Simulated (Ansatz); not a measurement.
# HgTe: the cost of one run

Computed with Ansatz 0.2.0 (DFT PBE, scalar-relativistic, plane waves, PAW, unless a step's input says otherwise).

2 further runs of the same task are left out: 2 set aside as unsound or not needed.

### 1 The structure to begin with

Symmetry: F-43m, No. 216, cubic system. The conventional cell has a = 6.650 Å, b = 6.650 Å, c = 6.650 Å, α = 90.00°, β = 90.00°, γ = 90.00°. Around Hg (site symmetry -43m) lie 4 Te at 2.88 Å. Te (site symmetry -43m) has 4 Hg at 2.88 Å as nearest neighbours.

Coordinates:

```
CELL_PARAMETERS angstrom
0.00000 3.32480 3.32480
3.32480 0.00000 3.32480
3.32480 3.32480 0.00000
ATOMIC_POSITIONS crystal
Hg 0.00000 0.00000 0.00000
Te 0.75000 0.75000 0.75000
```

It is the result of an earlier relaxation at this level (volume 36.75 Å³/atom; gap on the mesh: none (metal)).

### 2 The reference cell

The reference gives a free energy of -20793.7499 eV, pressure 0.02 GPa, largest force 0.000 eV/Å and gap on the mesh none (metal). It was computed beforehand with the settings of the runs below.

### 3 Zone-centre phonons by finite displacements

Contents of input.yaml:

```yaml
crystal:
  lattice:
    - [0.0, 3.3247980766, 3.3247980766]
    - [3.3247980766, 0.0, 3.3247980766]
    - [3.3247980766, 3.3247980766, 0.0]
  atoms:
    - { symbol: Hg, position: [0.0, 0.0, 0.0] }
    - { symbol: Te, position: [0.75, 0.75, 0.75] }
basis:
  ecutwfc: 420
kpoints:
  mp_grid: { grid: [16, 16, 16] }
hamiltonian:
  xc: pbe
scf:
  occupations: { method: gaussian, width: 0.15 }
output:
  eigenvalues: true
phonons:
  method: fd
  supercell: [1, 1, 1]
  amplitude: 0.02
  eigenvectors: true
  dielectric: false
```

Started as:

```bash
> ansatz run input.yaml --threads 2 --pin off --max-ram 5120MiB --backend cpu --events-out ev --progress --plain --runs-dir out
```

Q: Estimate wall time and peak memory on 2 threads of AMD EPYC 9R45 (Zen 5), shared host.

About 27 s, with a peak of 1.2 GiB.
